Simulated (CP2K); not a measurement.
Runs of CP2K 2026.2 on FeO (Wuestite). The structure is cubic, space group Fm-3m (No. 225). The conventional cell has a = 4.311 Å, b = 4.311 Å, c = 4.311 Å, α = 90.00°, β = 90.00°, γ = 90.00°. Fe (site symmetry m-3m) has 6 O at 2.16 Å as nearest neighbours. O (site symmetry m-3m) has 6 Fe at 2.16 Å as nearest neighbours. 

```csv
task,level,potentials or basis,smearing,EPS_DEFAULT,MIXING METHOD,MIXING ALPHA,NBUFFER,NGRIDS,gap on the mesh (eV),pressure (GPa),moment (μB),V0 of scaled cells (Å³/atom),B0 (GPa)
band structure,LDA,"GTH_POTENTIALS Fe GTH-PADE-q16, O GTH-PADE-q6; TZVP-MOLOPT-PBE-GTH basis",fermi-dirac 0.01 eV,1.0E-10,PULAY_MIXING,0.4,6,5,none,(c),4.00,-,-
equation of state,PBEsol,"POTENTIAL_UZH Fe GTH-PBE-q16, O GTH-PBE-q6; TZVP-MOLOPT-PBE-GTH basis",fermi-dirac 0.05 eV,1.0E-10,PULAY_MIXING,0.4,6,4,-,-,-,9.62,209
band structure,r2SCAN,"POTENTIAL_UZH Fe GTH-SCAN-q16, O GTH-SCAN-q6; TZVP-MOLOPT-SCAN-GTH basis",fermi-dirac 0.0259 eV,1.0E-10,BROYDEN_MIXING,0.2,10,5,none,-6.7,4.00,-,-
band structure,PBE,"POTENTIAL_UZH Fe GTH-PBE-q16, O GTH-PBE-q6; TZVP-MOLOPT-PBE-GTH basis",fermi-dirac 0.05 eV,1.0E-9,BROYDEN_MIXING,0.2,10,5,none,0.4,4.00,-,-
band structure,PBEsol,"POTENTIAL_UZH Fe GTH-PBE-q16, O GTH-PBE-q6; TZVP-MOLOPT-PBE-GTH basis",fermi-dirac 0.1 eV,1.0E-9,BROYDEN_MIXING,0.2,10,4,none,-7.4,4.00,-,-
band structure,r2SCAN,"POTENTIAL_UZH Fe GTH-SCAN-q16, O GTH-SCAN-q6; TZVP-MOLOPT-SCAN-GTH basis",fermi-dirac 0.01 eV,1.0E-10,PULAY_MIXING,0.4,6,4,none,-6.7,4.00,-,-
equation of state,PBEsol,"POTENTIAL_UZH Fe GTH-PBE-q16, O GTH-PBE-q6; TZVP-MOLOPT-PBE-GTH basis",fermi-dirac 0.1 eV,1.0E-9,PULAY_MIXING,0.4,6,5,-,-,-,9.63,(b)
band structure,PBEsol,"POTENTIAL_UZH Fe GTH-PBE-q16, O GTH-PBE-q6; DZVP-MOLOPT-PBE-GTH basis",fermi-dirac 0.05 eV,1.0E-9,PULAY_MIXING,0.4,6,5,none,(a),4.00,-,-
```

Alike in all rows: spin collinear, ferromagnetic start; cell as given; k mesh 11 × 11 × 11.

Task: Fill in the values left out.

Result: (a) -7.3; (b) 207; (c) -15.3.

Caveats: the basis of atomic orbitals isn't converged, which shifts pressures, moduli and gaps; a cell with one magnetic atom can't hold antiferromagnetic order, which such compounds often take (some runs); semilocal functionals often make such compounds metallic where correlation or magnetic order opens a gap, which also shifts bond lengths (some runs); the potentials were made for another functional, which shifts forces and pressure (some runs); so large a pressure means that the cell lies far from this level's equilibrium, or that cutoff or potentials fall short (some runs).

A k mesh can miss the band edges.

A gap of «none» marks a metal or a gap under the smearing width.

Not every run made on this cell is shown here.
